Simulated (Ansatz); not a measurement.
Consider the hydrogenolysis of a C–C bond: `F/C(=C(\F)C(F)(F)F)C(F)(F)F` + H₂ → `F/C=C(\F)C(F)(F)F` + `FC(F)F`.

Isolated molecules relaxed with PBE0-D4/def2-TZVP in Ansatz; ΔE leaves out vibrations. CCSD(T)/CBS is the MP2 limit (def2-TZVPP, def2-QZVPP) plus CCSD(T) − MP2 in def2-TZVPP, frozen cores. This one scheme is used for every species. Double bonds are as drawn, so ΔE can hold a change between cis and trans. Functionals use def2-TZVPP.

`F/C(=C(\F)C(F)(F)F)C(F)(F)F`:

Cartesian coordinates in Å:
```
F 0.405 2.293 -0.203
C 0.169 0.992 -0.204
C 0.169 0.339 0.952
F 0.449 1.000 2.062
C -0.115 -1.126 1.201
F 1.005 -1.849 1.169
F -0.656 -1.264 2.407
F -0.960 -1.626 0.307
C -0.066 0.432 -1.594
F 0.470 1.255 -2.488
F 0.496 -0.764 -1.742
F -1.366 0.319 -1.867
```

H₂:

```xyz
2

H    -0.224   -0.286   -0.084
H     0.224    0.286    0.084
```

`F/C=C(\F)C(F)(F)F`:

Cartesian coordinates in Å:
```
F 2.127 -1.113 -0.938
C 1.318 -0.387 -0.187
C 0.019 -0.331 -0.426
F -0.557 -0.989 -1.422
C -0.942 0.475 0.393
F -0.309 1.117 1.377
F -1.570 1.382 -0.359
F -1.879 -0.303 0.938
H 1.793 0.148 0.623
```

`FC(F)F`:

```xyz
5

F     0.404    1.198   -0.351
C     0.038   -0.040   -0.024
F     0.040   -0.146    1.303
F    -1.203   -0.243   -0.462
H     0.721   -0.769   -0.466
```

```tsv
level	ΔE (kJ/mol)
r2SCAN0	-91.2
HF/def2-TZVPP	-126.7
```

(1) What does CCSD(T)/CBS give? (Estimate.)

Largest T1 diagnostic among the species: 0.013.

Results:

(1) Computed: -92.6 kJ/mol. The listed levels differ from it by 1.4, -34.1 kJ/mol.

From PBE to PBE0 (25 % exact exchange), in def2-TZVPP and without D4, ΔE moves by −6.5 kJ/mol. Leaving LDA and LC-ωPBE aside and taking each functional with its dispersion term where it has one, the values, not all of them listed here, spread over 21.3 kJ/mol, from B2PLYP to revPBE-D4. LDA lies +21.6 kJ/mol from PBE without D4. At CCSD(T), def2-SVP lies +11.3 kJ/mol from the extrapolated value and def2-TZVPP +1.2 kJ/mol.

CCSD(T)/CBS has its own doubt, a few kJ/mol and more with outer-core shells, so smaller differences from it don't rank the levels.
